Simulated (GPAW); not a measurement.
# CuO (Cccm) in GPAW: single point with PBE

Aim: the single point of CuO with PBE.

All numbers are computed with GPAW 26.7.0; they aren't measurements. Logs are shortened: lines on timing, memory, paths and dates and some standing lists are left out, and cuts for length are marked. The log counts tension as positive stress, the text compression.

## 1. The undisturbed crystal

It takes space group Cccm (No. 66, orthorhombic). Conventional cell: a = 3.982 Å, b = 4.307 Å, c = 5.156 Å, α = 90.00°, β = 90.00°, γ = 90.00°. Cu (site symmetry 2/m) has 4 O at 1.95 Å as nearest neighbours. O (site symmetry 222) has 4 Cu at 1.95 Å as nearest neighbours.

Measurements of this composition are mostly on another form, of space group No. 15.

## 2. Single point, PBE (atoms moved at random, drawn with an rms of 0.05 Å)

File run.py:

```python
from ase import Atoms
from ase.dft.bandgap import bandgap
from ase.io import write
from ase.units import GPa
from gpaw import GPAW, PW

atoms = Atoms(['Cu', 'Cu', 'O', 'O'],
              cell=[[1.990968, -2.15355, 0.0],
                    [1.990968, 2.15355, 0.0],
                    [0.0, 0.0, 5.155928]],
              scaled_positions=[[0.501391, -0.00792, -0.003099],
                                [-0.001827, 0.488699, 0.493582],
                                [0.494269, 0.507184, 0.252127],
                                [0.508504, 0.500442, 0.741345]],
              pbc=True)

calc = GPAW(mode=PW(800),
            xc='PBE',
            kpts={'size': (9, 9, 5), 'gamma': True},
            occupations={'name': 'fermi-dirac', 'width': 0.05},
            nbands=33,
            convergence={'density': 1e-05, 'energy': 1e-05},
            maxiter=150,
            txt='gpaw.txt')
atoms.calc = calc
energy = atoms.get_potential_energy()
forces = atoms.get_forces()
stress = atoms.get_stress()
calc.write('gs.gpw')
write('result.traj', atoms)
print(f'Energy: {energy:.6f} eV')
print('Forces (eV/A):')
print(forces.round(4))
print('Stress (GPa):', (stress / GPa).round(3))
print('Fermi level:', round(calc.get_fermi_level(), 4), 'eV')
print(f'Gap: {bandgap(calc)[0]:.4f} eV, direct: {bandgap(calc, direct=True)[0]:.4f} eV')
```

Potentials or basis: GPAW PAW data sets (gpaw-data 1.2.1), pw.

Command:

```bash
$ OMP_NUM_THREADS=1 python run.py
```

gpaw.txt:

```text
__  _  _
 | _ |_)|_||  |
 |__||  | ||/\| - 26.7.0

Input parameters:
  mode=PW(ecut=800.0),
  convergence={'density': 1e-05, 'energy': 1e-05},
  kpts=MonkhorstPack(size=(9, 9, 5), gamma=True),
  maxiter=150,
  nbands=33,
  occupations=Occupations(name='fermi-dirac', width=0.05),
  xc=XC(name='PBE')

Diagonalizing LCAO Hamiltonian
Converting LCAO to pw mode

        CuO

          O

       Cu

Atoms  # Å, Bohr magnetons
|   | symbol |        x |         y |         z |    initial magnetic moments |
|---|--------|----------|-----------|-----------|-----------------------------|
| 0 |     Cu | 0.982485 | -1.096827 | -0.015978 | ( 0.0000,  0.0000,  0.0000) |
| 1 |     Cu | 0.969347 |  1.056372 |  2.544873 | ( 0.0000,  0.0000,  0.0000) |
| 2 |      O | 1.993861 |  0.027813 |  1.299949 | ( 0.0000,  0.0000,  0.0000) |
| 3 |      O | 2.008779 | -0.017362 |  3.822321 | ( 0.0000,  0.0000,  0.0000) |

Unit cell  # Å
| periodic |        x |         y |        z |  lengths |    angles |
|----------|----------|-----------|----------|----------|-----------|
|      yes | 1.990968 | -2.153550 | 0.000000 | 2.932871 | 90.000000 |
|      yes | 1.990968 |  2.153550 | 0.000000 | 2.932871 | 90.000000 |
|      yes | 0.000000 |  0.000000 | 5.155928 | 5.155928 | 94.492917 |

Number of symmetries: 1
Symmetry operations  # r_c * U_cc + t_c -> r_c
|   | kind |            matrix            |
|---|------|------------------------------|
| 0 |  E   |  1, 0, 0,  0, 1, 0,  0, 0, 1 |

BZ-sampling:
  Number of BZ points: 405
  Number of IBZ points: 203

  Monkhorst-Pack size: [9, 9, 5]
  Monkhorst-Pack shift: [0, 0, 0]

K-points  # in reciprocal-cell coordinates
|     |                                coordinates |     weight |
|-----|--------------------------------------------|------------|
|   0 | (  0.00000000,   0.00000000,   0.00000000) | 0.00246914 |
|   1 | (  0.00000000,   0.00000000,   0.20000000) | 0.00493827 |
|   2 | (  0.00000000,   0.00000000,   0.40000000) | 0.00493827 |
|   3 | (  0.00000000,   0.11111111,  -0.40000000) | 0.00493827 |
|   4 | (  0.00000000,   0.11111111,  -0.20000000) | 0.00493827 |
|   5 | (  0.00000000,   0.11111111,   0.00000000) | 0.00493827 |
|   6 | (  0.00000000,   0.11111111,   0.20000000) | 0.00493827 |
|   7 | (  0.00000000,   0.11111111,   0.40000000) | 0.00493827 |
|   8 | (  0.00000000,   0.22222222,  -0.40000000) | 0.00493827 |
|   9 | (  0.00000000,   0.22222222,  -0.20000000) | 0.00493827 |
| ... |                                            |            |
| 202 | (  0.44444444,   0.44444444,   0.40000000) | 0.00493827 |

Plane wave coefficients: 2289
Cutoff: 800.0 eV

Spin-components: 1 (collinear spins)
Bands:           33
Projectors:      22
Spin-degeneracy: 2
Datatype:        complex128

Parallelization:
  kpt:    1
  domain: 1
  band:   1

Density:
  Valence electrons: 34.0
  Components: 1
  Grid points: [20 20 35]
  Charge: 0.0  # |e|

Potential:
  Grid points: [20 20 35]

species:
  Cu:
    name:    Copper
    Z:       29.0
    valence: 11
    core:    18
    charge:  0.0  # [|e|]
    compensation charges:
      type: gauss
      rc: 0.33  # [Å]
      lmax: 2
    cutoffs:
      filter: 2.06  # [Å]
      core: 2.43  # [Å]
    projectors
    | kind |    occ | energy [eV] | rcut [Å] |
    |------|--------|-------------|----------|
    |   4s |  1.000 |      -4.609 |    1.164 |
    |   4p |  0.000 |      -0.698 |    1.164 |
    |   3d | 10.000 |      -5.039 |    1.058 |
    |    s |        |      22.603 |    1.164 |
    |    p |        |      26.513 |    1.164 |
    |    d |        |      22.172 |    1.058 |

    Using partial waves for Cu as LCAO basis

  O:
    name:    Oxygen
    Z:       8.0
    valence: 6
    core:    2
    charge:  0.0  # [|e|]
    compensation charges:
      type: gauss
      rc: 0.21  # [Å]
      lmax: 2
    cutoffs:
      filter: 1.17  # [Å]
      core: 0.83  # [Å]
    projectors
    | kind |    occ | energy [eV] | rcut [Å] |
    |------|--------|-------------|----------|
    |   2s |  2.000 |     -23.961 |    0.688 |
    |   2p |  4.000 |      -9.029 |    0.598 |
    |    s |        |       3.251 |    0.688 |
    |    p |        |      18.182 |    0.598 |
    |    d |        |       0.000 |    0.619 |

    Using partial waves for O as LCAO basis

Reference energy: -94124.608285  # eV

eigensolver:
  PPCG
  Converge bands: occupied
  niter=2

density mixing:
  MSR1-Mixer
  Pratt-step length: 0.05
  Maximum mixing coefficient: 0.75
  Old densities: 10
  SVD Regularization: 0.005
  Good broyden scale: 1.0
  Trust region scale: 1.0
  Backstep threshold: 4.0
  History deletion threshold: 6.0
  Fourier metric: weight=20.0, sigma=0.015

occupation numbers:
  Fermi-Dirac:
    width: 0.0500  # eV

poisson solver:
  ecut: 6400.0  # eV

xc functional:
  name: PBE with 2 nearest neighbor stencil

convergence criteria:
[... 6 lines left out ...]
|iter     | |      energy | eigst |  dens |
|---------|-|-------------|-------|-------|
|iter:   1| |  -26.253869 | +0.21 |       |
|iter:   2| |  -23.634637 | -1.76 | -0.88 |
|iter:   3| |  -24.825737 | -0.82 | -0.98 |
|iter:   4| |  -21.536220 | -1.87 | -0.99 |
|iter:   5| |  -20.096185 | -1.80 | -1.18 |
|iter:   6| |  -19.988987 | -2.93 | -1.51 |
|iter:   7| |  -20.048772 | -2.77 | -1.78 |
|iter:   8| |  -19.965512 | -2.83 | -1.74 |
|iter:   9| |  -19.960404 | -4.27 | -2.42 |
|iter:  10| |  -19.960510 | -5.75 | -3.21 |
|iter:  11| |  -19.960416c| -5.90 | -3.25 |
|iter:  12| |  -19.960414c| -7.03 | -4.09 |
|iter:  13| |  -19.960415c| -8.21c| -4.36 |
|iter:  14| |  -19.960415c| -8.80c| -4.79 |
|iter:  15| |  -19.960415c| -8.09c| -5.00c|

Converged in 15 steps
Energy contributions relative to reference atoms: (reference = -94124.608285)

Energy contributions:
  Kinetic:          -3.443341
  Coulomb:          -3.267708
  Zero:              0.639662
  External:          0.000000
  Xc:              -13.879036
  Entropy:          -0.019983
  Spinorbit:         0.000000
  ----------------------------
  Free energy:     -19.970407
  Extrapolated:    -19.960415

dipole moment: (8.477814, -0.157775, 10.971831)  # |e|*Ang

Fermi level: 5.644
Eigenvalues  # (at kpt = [0.000, 0.000, 0.000])
| band index |      eig [eV] | occ [0-2] |
|------------|---------------|-----------|
|          0 |       -14.118 |     2.000 |
|        ... |               |           |
|          8 |         2.452 |     2.000 |
|          9 |         2.678 |     2.000 |
|         10 |         3.082 |     2.000 |
|         11 |         3.253 |     2.000 |
|         12 |         3.300 |     2.000 |
|         13 |         3.336 |     2.000 |
[... 8 lines left out ...]
|         22 |        20.124 |     0.000 |
|         23 |        20.294 |     0.000 |
|        ... |               |           |
|         32 |        29.980 |     0.000 |

No gap
No difference between direct/indirect transitions

Forces  # eV/Ang
|        x |        y |        z |
|----------|----------|----------|
|  0.31733 |  0.34213 | -0.09735 |  # Cu   0
|  0.18941 |  0.05925 |  0.27717 |  # Cu   1
| -0.18815 | -0.33622 | -0.55977 |  # O    2
| -0.31863 | -0.06519 |  0.38003 |  # O    3

Stress tensor  # eV/Ang^3
|         x |         y |         z |
|-----------|-----------|-----------|
| -0.023219 |  0.007097 |  0.007049 |
|  0.007097 | -0.018936 | -0.002923 |
|  0.007049 | -0.002923 | -0.027210 |

# Writing to gs.gpw (mode='')
```

Run time: 5.1 min. Hardware: 1 thread of Arm Neoverse V2, shared host; peak memory 0.49 GiB.

Results:

| Quantity | Value |
| --- | --- |
| Free energy | -19.9704 eV |
| Pressure | 3.7 GPa |
| Largest force | 0.680 eV/Å |
| Band gap on the k mesh | none (metal or under the smearing width) |

Forces in eV/Å, atoms in the order of the input:
```
Cu   0.317  0.342 -0.097
Cu   0.189  0.059  0.277
O   -0.188 -0.336 -0.560
O   -0.319 -0.065  0.380
```

Caveat: with this Cu data set, volumes or pressures lay over 1.5 % or 2 GPa off other programs in two to four cells of ten; the run has no spin polarisation, though such a crystal can be magnetic; semilocal functionals often make such compounds metallic where correlation or magnetic order opens a gap, which also shifts bond lengths.
